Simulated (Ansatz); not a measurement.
Bulk crystal (CoSi₂) after relaxation:

```
Co Si
1.0
     0.00000    2.67979    2.67979
     2.67979    0.00000    2.67979
     2.67979    2.67979    0.00000
Co Si
1 2
Direct
  0.00000 0.00000 0.00000
  0.75000 0.75000 0.75000
  0.25000 0.25000 0.25000
```

Miller indices refer to the conventional cell of Fm-3m (No. 225), a = 5.360 Å, b = 5.360 Å, c = 5.360 Å, α = 90.00°, β = 90.00°, γ = 90.00°.

Consider the (111) slab of 12 planes, 10.8 Å thick with 15 Å of vacuum as cut; outer planes Si (top) and Si (bottom), all atoms relaxed.

Level of theory: DFT PBE, scalar-relativistic, plane waves, PAW in Ansatz. Plane waves to 420 eV, a k mesh through Γ of 9×9×1 on the computed 12-atom cell and Gaussian smearing (0.10 eV); no spin polarisation. The cell repeats along c with a dipole correction in the vacuum.

Question: Predict the surface energy (mean of both faces).

Answer: 1.47 J/m².

Question: Predict the work function.

Answer: 5.01 eV.

Question: The top two planes lie 0.774 Å apart in the bulk. How does relaxation change this?

Answer: The spacing becomes 0.667 Å (-13.7 %).

Spin polarisation was left out, and a magnetic state may lie lower.